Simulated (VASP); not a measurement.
# TiSi2 (Fddd) in VASP: a series of runs

The runs below take TiSi2 through relaxation of cell and atoms, with RPBE, revPBE, BLYP, AM05, PW91.

Program: VASP 6.6.1. These are calculated values, not measurements. Logs are shortened: lines on timing, memory, paths and dates and some standing lists are left out, and cuts for length are marked.

## Step 1: Starting point

It takes space group Fddd (No. 70, orthorhombic). Conventional cell: a = 4.779 Å, b = 8.235 Å, c = 8.526 Å, α = 90.00°, β = 90.00°, γ = 90.00°. Ti (site symmetry 222) is surrounded by 10 Si at 2.55 to 2.78 Å. Si (site symmetry 2) has 5 Si at 2.52 to 2.79 Å and 5 Ti at 2.55 to 2.78 Å as nearest neighbours.

The cell is a database's computed one.

## Step 2: Relaxation of cell and atoms, RPBE

The input, INCAR:

```
SYSTEM = TiSi2
ALGO     = Normal         ! electronic algorithm
EDIFF    = 1E-6           ! SCF threshold, eV
EDIFFG   = -0.01          ! ionic threshold
ENCUT    = 600            ! plane-wave cutoff, eV
GGA      = RP             ! functional
IBRION   = 2              ! ionic algorithm
ISIF     = 3              ! what is computed and relaxed
ISMEAR   = -1             ! smearing method
LASPH    = .True.         ! aspherical terms in the spheres
LCHARG   = .False.        ! write CHGCAR
LREAL    = .False.        ! projectors in reciprocal space
LWAVE    = .False.        ! write WAVECAR
NELM     = 80             ! most SCF steps
NSW      = 60             ! ionic steps
PREC     = Accurate       ! precision mode
SIGMA    = 0.05           ! smearing width, eV
```

The input, KPOINTS:

```
k-points
0
Gamma
  5 5 5
  0 0 0
```

The input, POSCAR:

```
TiSi2
1.0
    0.0000000000      4.1175163063      4.2628978354
    2.3895119538      0.0000000000      4.2628978354
    2.3895119538      4.1175163063      0.0000000000
Ti Si
2 4
Direct
    0.7500000000      0.7500000000      0.7500000000
    0.5000000000      0.5000000000      0.5000000000
    0.4125656100      0.0874343900      0.4125656100
    0.0874343900      0.4125656100      0.0874343900
    0.1625656100      0.8374343900      0.1625656100
    0.8374343900      0.1625656100      0.8374343900
```

Potentials or basis: VASP PAW PBE potentials, release 64 (Ti_sv, Si).

Run with:

```
$ cat potpaw_PBE.64/Ti_sv/POTCAR potpaw_PBE.64/Si/POTCAR > POTCAR
$ mpirun -np 1 vasp_std > vasp.out
```

OUTCAR:

```text
SYSTEM = TiSi2
   EDIFF = 1E-6
   EDIFFG = -0.01
   ENCUT = 600
   GGA = RP
   IBRION = 2
   ISIF = 3
   ISMEAR = -1
   LASPH = .True.
   LREAL = .False.
   NELM = 80
   NSW = 60
   PREC = Accurate

 ion  position               nearest neighbor table
   1  0.750  0.750  0.750-   6 2.55   5 2.55   6 2.55   5 2.55   3 2.74   3 2.74   4 2.74   4 2.74
                             3 2.78   4 2.78
   2  0.500  0.500  0.500-   4 2.55   3 2.55   4 2.55   3 2.55   5 2.74   5 2.74   6 2.74   6 2.74
                             5 2.78   6 2.78
   3  0.413  0.087  0.413-   6 2.52   6 2.52   2 2.55   2 2.55   4 2.68   1 2.74   1 2.74   1 2.78
                             4 2.79   4 2.79
   4  0.087  0.413  0.087-   5 2.52   5 2.52   2 2.55   2 2.55   3 2.68   1 2.74   1 2.74   1 2.78
                             3 2.79   3 2.79
   5  0.163  0.837  0.163-   4 2.52   4 2.52   1 2.55   1 2.55   6 2.68   2 2.74   2 2.74   2 2.78
                             6 2.79   6 2.79
   6  0.837  0.163  0.837-   3 2.52   3 2.52   1 2.55   1 2.55   5 2.68   2 2.74   2 2.74   2 2.78
                             5 2.79   5 2.79

  LATTYP: Found a face centered orthorhombic cell.
 ALAT       =     4.7790239076
 B/A-ratio  =     1.7231620456
 C/A-ratio  =     1.7840035613

  Lattice vectors:

 A1 = (   0.0000000000,   4.1175163063,   4.2628978354)
 A2 = (   2.3895119538,   0.0000000000,   4.2628978354)
 A3 = (   2.3895119538,   4.1175163063,   0.0000000000)

Analysis of symmetry for initial positions (statically):
=====================================================================
 Subroutine PRICEL returns:
 Original cell was already a primitive cell.

 Routine SETGRP: Setting up the symmetry group for a
 face centered orthorhombic supercell.

 Subroutine GETGRP returns: Found  8 space group operations
 (whereof  4 operations were pure point group operations)
 out of a pool of  8 trial point group operations.

The static configuration has the point symmetry D_2 .
 The point group associated with its full space group is D_2h.

Analysis of symmetry for dynamics (positions and initial velocities):
=====================================================================
 Subroutine PRICEL returns:
 Original cell was already a primitive cell.

 Routine SETGRP: Setting up the symmetry group for a
 face centered orthorhombic supercell.

 Subroutine GETGRP returns: Found  8 space group operations
 (whereof  4 operations were pure point group operations)
 out of a pool of  8 trial point group operations.

The dynamic configuration has the point symmetry D_2 .
 The point group associated with its full space group is D_2h.

 Subroutine INISYM returns: Found  8 space group operations
 (whereof  4 operations are pure point group operations),
 and found     1 'primitive' translations

----------------------------------------------------------------------------------------

                                     Primitive cell

  volume of cell :      83.8841

  direct lattice vectors                    reciprocal lattice vectors
     0.000000000  4.117516306  4.262897835    -0.209247750  0.121432427  0.117291106
     2.389511954  0.000000000  4.262897835     0.209247750 -0.121432427  0.117291106
     2.389511954  4.117516306  0.000000000     0.209247750  0.121432427 -0.117291106

  length of vectors
     5.926739280  4.886928006  4.760641544     0.268863643  0.268863643  0.268863643

  position of ions in fractional coordinates (direct lattice)
     0.750000000  0.750000000  0.750000000
     0.500000000  0.500000000  0.500000000
     0.412565610  0.087434390  0.412565610
     0.087434390  0.412565610  0.087434390
     0.162565610  0.837434390  0.162565610
     0.837434390  0.162565610  0.837434390

  ion indices of the primitive-cell ions
   primitive index   ion index
                 1           1
                 2           2
                 3           3
                 4           4
                 5           5
                 6           6

----------------------------------------------------------------------------------------

 KPOINTS: k-points

Automatic generation of k-mesh.
 Grid dimensions read from file:
 generate k-points for:    5    5    5

 Generating k-lattice:

  Cartesian coordinates                     Fractional coordinates (reciprocal lattice)
    -0.041849550  0.024286485  0.023458221     0.200000000  0.000000000  0.000000000
     0.041849550 -0.024286485  0.023458221     0.000000000  0.200000000 -0.000000000
     0.041849550  0.024286485 -0.023458221     0.000000000 -0.000000000  0.200000000

  Length of vectors
     0.053772729  0.053772729  0.053772729

  Shift w.r.t. Gamma in fractional coordinates (k-lattice)
     0.000000000  0.000000000  0.000000000

 Subroutine IBZKPT returns following result:
 ===========================================

 Found     27 irreducible k-points:

 Following reciprocal coordinates:
            Coordinates               Weight
  0.000000  0.000000  0.000000      1.000000
  0.200000 -0.000000 -0.000000      8.000000
  0.400000  0.000000  0.000000      8.000000
  0.200000  0.200000  0.000000      2.000000
  0.400000  0.200000 -0.000000      8.000000
 -0.400000  0.200000  0.000000      8.000000
[... 16 lines left out ...]
 -0.400000  0.000000  0.400000      4.000000
 -0.400000  0.200000  0.400000      4.000000
 [... further k-points ...]
   k-points           NKPTS =     27   k-points in BZ     NKDIM =     27   number of bands    NBANDS=     24
   number of dos      NEDOS =    301   number of ions     NIONS =      6
   total plane-waves  NPLWV =  76800
   dimension x,y,z NGX =    48 NGY =   40 NGZ =   40
   dimension x,y,z NGXF=    96 NGYF=   80 NGZF=   80
   ions per type =               2   4
   NGX,Y,Z   is equivalent  to a cutoff of  13.46, 13.61, 13.97 a.u.
   NGXF,Y,Z  is equivalent  to a cutoff of  26.93, 27.21, 27.94 a.u.
 SYSTEM =  TiSi2
   PREC   = accura    normal or accurate (medium, high low for compatibility)
   ISTART =      0    job   : 0-new  1-cont  2-samecut
   ICHARG =      2    charge: 1-file 2-atom 10-const
   ISPIN  =      1    spin polarized calculation?
   LNONCOLLINEAR =      F non collinear calculations
   LSORBIT =      F    spin-orbit coupling
   LASPH  =      T    aspherical Exc in radial PAW
   ENCUT  =  600.0 eV  44.10 Ry    6.64 a.u.  11.84  9.76  9.51*2*pi/ulx,y,z
   NELM   =     80;   NELMIN=  2; NELMDL= -5     # of ELM steps
   EDIFF  = 0.1E-05   stopping-criterion for ELM
   LREAL  =      F    real-space projection
   EDIFFG = -.1E-01   stopping-criterion for IOM
   NSW    =     60    number of steps for IOM
   IBRION =      2    ionic relax: 0-MD 1-quasi-New 2-CG
   NFREE  =      1    steps in history (QN), initial steepest desc. (CG)
   ISIF   =      3    stress and relaxation
   ISYM   =      2    0-nonsym 1-usesym 2-fastsym
   POTIM  = 0.5000    time-step for ionic-motion
   TEBEG  =    0.0;   TEEND  =   0.0 temperature during run
   PSTRESS=    0.0 pullay stress
   NELECT =      40.0000    total number of electrons
   NUPDOWN=      -1.0000    fix difference up-down
   EMIN   =  10.00;   EMAX   =-10.00  energy-range for DOS
   EFERMI =   0.00;   METHOD = LEGACY
   ISMEAR =    -1;   SIGMA  =   0.05  broadening in eV -4-tet -1-fermi 0-gaus
   EFERMI_NEDOS =   21; number of points for ismear=-14 and -15
   IALGO  =     38    algorithm
   IMIX   =      4    mixing-type and parameters
     AMIX     =   0.40;   BMIX     =  1.00
     AMIX_MAG =   1.60;   BMIX_MAG =  1.00
  volume/ion in A,a.u.               =      13.98        94.35
  Fermi-wavevector in a.u.,A,eV,Ry     =   1.278994  2.416947 22.256742  1.635824
  Thomas-Fermi vector in A             =   2.411504
   LORBIT       =      0    0 simple, 1 ext, 2 COOP (PROOUT), +10 PAW based schemes
   GGA     = RP    functional components
   LHFCALC =     F    Hartree Fock is set to
   AEXX    =    0.0000 exact exchange contribution
   IVDW    =     0    specifies the selected vdW correction
   LEPSILON=     F    determine dielectric tensor
   LRPA    =     F    only Hartree local field effects (RPA)
 conjugate gradient relaxation of ions
 non-spin polarized calculation
  energy-cutoff  :      600.00
  volume of cell :       83.88
 maximum number of plane-waves:      2827
   NGX = 23   NGY = 19   NGZ = 19

--------------------------------------- Ionic step        1  -------------------------------------------

 number of electron      39.9999999 magnetization

 Free energy of the ion-electron system (eV)
  ---------------------------------------------------
  ext. energy  EPLUGINS =         0.00000000
  ---------------------------------------------------
  free energy    TOTEN  =       -38.57457521 eV

  energy without entropy =      -38.55391236  energy(sigma->0) =      -38.56424379

 E-fermi :  10.2032     XC(G=0): -11.6896

 val. band max:       10.1453739894   @ k =   0.4000  -0.0000   0.2000
 cond. band min:      10.2105902255   @ k =   0.4000   0.0000   0.0000
 fundamental gap:      0.0652162362
 Fermi energy:        10.2031957349

 k-point     1 :       0.0000    0.0000    0.0000
  band No.  band energies     occupation
      1     -46.1242      2.00000
      2     -46.0961      2.00000
      3     -22.4323      2.00000
      4     -22.4293      2.00000
      5     -22.3399      2.00000
      6     -22.3252      2.00000
[... 752 lines left out ...]
  FREE ENERGIE OF THE ION-ELECTRON SYSTEM (eV)
  ---------------------------------------------------
  free  energy   TOTEN  =       -38.6102562048 eV

  energy  without entropy=      -38.5884993374  energy(sigma->0) =      -38.59937777

[... ionic steps 4 to 7 ...]

--------------------------------------- Ionic step        8  -------------------------------------------

 number of electron      40.0000001 magnetization

------------------------ aborting loop because EDIFF is reached ----------------------------------------

  FORCE on cell =-STRESS in cart. coord.  units (eV):
  Direction    XX          YY          ZZ          XY          YZ          ZX
  --------------------------------------------------------------------------------------
  -------------------------------------------------------------------------------------
  Total       -0.0685235     -0.0127130     -0.0948142      0.0000000      0.0000000      0.0000000
  in kB       -1.2699109     -0.2356042     -1.7571420      0.0000000      0.0000000      0.0000000
  external PRESSURE =      -1.0875524 kB  Pullay stress =       0.0000000 kB
[... 65 lines left out ...]
  energy  without entropy=      -38.5912147717  energy(sigma->0) =      -38.60168023

--------------------------------------- Ionic step       10  -------------------------------------------

 number of electron      40.0000001 magnetization

 Free energy of the ion-electron system (eV)
  ---------------------------------------------------
  ext. energy  EPLUGINS =         0.00000000
  ---------------------------------------------------
  free energy    TOTEN  =       -38.61216662 eV

  energy without entropy =      -38.59118716  energy(sigma->0) =      -38.60167689

 E-fermi :   9.8569     XC(G=0): -11.5589

 val. band max:        9.8331486870   @ k =  -0.4000   0.4000   0.2000
 cond. band min:       9.8917989008   @ k =   0.4000   0.0000   0.0000
 fundamental gap:      0.0586502138
 Fermi energy:         9.8569390090

 k-point     1 :       0.0000    0.0000    0.0000
  band No.  band energies     occupation
      1     -46.5822      2.00000
      2     -46.5580      2.00000
      3     -22.8752      2.00000
      4     -22.8688      2.00000
      5     -22.7831      2.00000
      6     -22.7768      2.00000
[... 672 lines left out ...]
  FREE ENERGIE OF THE ION-ELECTRON SYSTEM (eV)
  ---------------------------------------------------
  free  energy   TOTEN  =       -38.6121666216 eV

  energy  without entropy=      -38.5911871559  energy(sigma->0) =      -38.60167689

 reached required accuracy - stopping structural energy minimisation
```

Wall time 4.1 min (1 thread of Intel Xeon 6975P-C (Granite Rapids), shared host); peak memory 0.3 GiB.

What came out:

```yaml
Free_energy: -38.6122 eV
Relaxed_volume: 14.40 Å³/atom
Relaxed_cell: a = 5.993 Å, b = 4.948 Å, c = 4.798 Å, α = 75.87°, β = 53.20°, γ = 50.93°
Space_group_after_relaxing_to_0.05_Å: Fddd (No. 70)
Energy_gained_by_relaxing: 6.3 meV/atom
Ionic_steps: 10
Pressure_after_relaxing: 0.0 GPa
Band_gap_on_the_k_mesh: none (metal or under the smearing width)
```

Step by step:
| step | energy change (eV) | largest force (eV/Å) | pressure (GPa) | volume (Å³) |
| --- | --- | --- | --- | --- |
| 1 | 0.0000 | 0.0525 | 4.41 | 83.88 |
| 2 | -0.0070 | 0.0842 | -3.54 | 88.64 |
| 3 | -0.0357 | 0.0692 | 0.00 | 86.34 |
| 4 | -0.0357 | 0.0689 | 0.08 | 86.29 |
| 5 | -0.0365 | 0.0530 | 0.06 | 86.34 |
| 6 | -0.0370 | 0.0335 | 0.01 | 86.40 |
| 7 | -0.0375 | 0.0125 | -0.08 | 86.44 |
| 8 | -0.0376 | 0.0065 | -0.11 | 86.45 |
| 9 | -0.0376 | 0.0032 | 0.10 | 86.32 |
| 10 | -0.0376 | 0.0010 | 0.04 | 86.38 |

Final structure:
```xyz
6
Lattice="0.0000 4.1500 4.3233 2.4072 0.0000 4.3233 2.4072 4.1500 0.0000" Properties=species:S:1:pos:R:3 pbc="T T T"
Ti    3.6108    6.2250    6.4849
Ti    2.4072    4.1500    4.3233
Si    1.2036    3.4106    2.1616
Si    1.2036    0.7394    2.1616
Si    2.4072    1.3356    4.3233
Si    2.4072    6.9644    4.3233
```

Caveat: the PAW data sets were made with another functional, which shifts forces and pressure a little.

## Step 3: Relaxation of cell and atoms, revPBE

Changes to INCAR since step 2:

```diff
@@ -5,3 +5,3 @@
 ENCUT    = 600            ! plane-wave cutoff, eV
-GGA      = RP             ! functional
+GGA      = RE             ! functional
 IBRION   = 2              ! ionic algorithm
```

KPOINTS is that of step 2.

POSCAR is that of step 2.

Potentials or basis: VASP PAW PBE potentials, release 64 (Ti_sv, Si).

Run with:

```
$ cat potpaw_PBE.64/Ti_sv/POTCAR potpaw_PBE.64/Si/POTCAR > POTCAR
$ mpirun -np 1 vasp_std > vasp.out
```

Run time: 2.7 min. Hardware: 1 thread of Intel Xeon 6975P-C (Granite Rapids), shared host; peak memory 0.3 GiB.

Results (log left out):

```yaml
Free_energy: -39.0542 eV
Relaxed_volume: 14.34 Å³/atom
Relaxed_cell: a = 5.986 Å, b = 4.942 Å, c = 4.792 Å, α = 75.88°, β = 53.19°, γ = 50.93°
Space_group_after_relaxing_to_0.05_Å: Fddd (No. 70)
Energy_gained_by_relaxing: 4.7 meV/atom
Ionic_steps: 7
Pressure_after_relaxing: -0.1 GPa
Largest_force_after_relaxing: 0.004 eV/Å
Band_gap_on_the_k_mesh: none (metal or under the smearing width)
```

Forces in eV/Å, atoms in the order of the input:
```
Ti   0.000  0.000  0.000
Ti   0.000  0.000  0.000
Si   0.000 -0.004  0.000
Si   0.000  0.004  0.000
Si   0.000 -0.004  0.000
Si   0.000  0.004  0.000
```

Stress tensor (GPa, compression positive):
```
-0.02  0.00  0.00
 0.00 -0.10  0.00
 0.00  0.00 -0.11
```

The path:
| step | energy change (eV) | largest force (eV/Å) | pressure (GPa) | volume (Å³) |
| --- | --- | --- | --- | --- |
| 1 | 0.0000 | 0.0474 | 3.78 | 83.88 |
| 2 | -0.0047 | 0.0759 | -3.13 | 87.95 |
| 3 | -0.0267 | 0.0622 | -0.01 | 85.98 |
| 4 | -0.0267 | 0.0619 | 0.06 | 85.93 |
| 5 | -0.0274 | 0.0480 | 0.05 | 85.96 |
| 6 | -0.0279 | 0.0232 | 0.02 | 86.01 |
| 7 | -0.0283 | 0.0039 | -0.08 | 86.06 |

Final structure:
```
Ti Si
1.0
     0.00000    4.14553    4.31826
     2.40366    0.00000    4.31826
     2.40366    4.14553    0.00000
Ti Si
2 4
Cartesian
  3.6055 6.2183 6.4774
  2.4037 4.1455 4.3183
  1.2018 3.4086 2.1591
  1.2018 0.7370 2.1591
  2.4037 1.3358 4.3183
  2.4037 6.9553 4.3183
```

Levels at points of the mesh, in eV from the Fermi level:
```tsv
k point	band 18	band 19	band 20	band 21	band 22	band 23
(0.00, 0.00, 0.00)	-1.99	-1.70	-1.21	-0.83	2.08	3.12
```

Caveat: the PAW data sets were made with another functional, which shifts forces and pressure a little.

## Step 4: Relaxation of cell and atoms, BLYP

Changes to INCAR since step 3:

```diff
@@ -1,2 +1,6 @@
 SYSTEM = TiSi2
+AGGAC    = 1.0          
+AGGAX    = 1.0          
+ALDAC    = 0.0          
+ALDAX    = 1.0          
 ALGO     = Normal         ! electronic algorithm
@@ -5,3 +9,3 @@
 ENCUT    = 600            ! plane-wave cutoff, eV
-GGA      = RE             ! functional
+GGA      = B5             ! functional
 IBRION   = 2              ! ionic algorithm
```

KPOINTS is that of step 3.

POSCAR is that of step 3.

Run with:

```
$ cat potpaw_PBE.64/Ti_sv/POTCAR potpaw_PBE.64/Si/POTCAR > POTCAR
$ mpirun -np 1 vasp_std > vasp.out
```

Wall time 6 min (1 thread of Intel Xeon 6975P-C (Granite Rapids), shared host); peak memory 0.3 GiB.

It converged, with:

```yaml
Free_energy: -33.8949 eV
Relaxed_volume: 15.00 Å³/atom
Relaxed_cell: a = 6.068 Å, b = 4.981 Å, c = 4.896 Å, α = 75.81°, β = 52.72°, γ = 51.47°
Space_group_after_relaxing_to_0.05_Å: Fddd (No. 70)
Energy_gained_by_relaxing: 28.2 meV/atom
Ionic_steps: 9
Pressure_after_relaxing: 0.0 GPa
Band_gap_on_the_k_mesh: none (metal or under the smearing width)
```

The path:
```tsv
step	energy change (eV)	largest force (eV/Å)	pressure (GPa)	volume (Å³)
1	0.0000	0.0343	9.37	83.88
2	-0.0896	0.0702	-5.08	94.20
3	-0.1626	0.0583	-0.02	89.82
4	-0.1684	0.0394	0.00	90.02
5	-0.1684	0.0381	0.01	90.03
6	-0.1687	0.0308	-0.03	90.04
7	-0.1690	0.0095	-0.04	90.08
8	-0.1692	0.0047	0.00	90.04
9	-0.1692	0.0009	0.04	90.01
```

Final structure:
```xyz
6
Lattice="0.0000 4.2419 4.3390 2.4450 0.0000 4.3390 2.4450 4.2419 0.0000" Properties=species:S:1:pos:R:3 pbc="T T T"
Ti    3.6675    6.3629    6.5086
Ti    2.4450    4.2419    4.3390
Si    1.2225    3.4860    2.1695
Si    1.2225    0.7560    2.1695
Si    2.4450    1.3650    4.3390
Si    2.4450    7.1189    4.3390
```

Levels at points of the mesh, in eV from the Fermi level:
| k point | band 17 | band 18 | band 19 | band 20 | band 21 | band 22 | band 23 | band 24 |
| --- | --- | --- | --- | --- | --- | --- | --- | --- |
| (0.00, 0.00, 0.00) | -1.98 | -1.96 | -1.60 | -1.06 | -0.76 | 1.95 | 2.85 | 2.87 |

Caveat: the PAW data sets were made with another functional, which shifts forces and pressure a little.

(Part 1 of 2 ends here.)
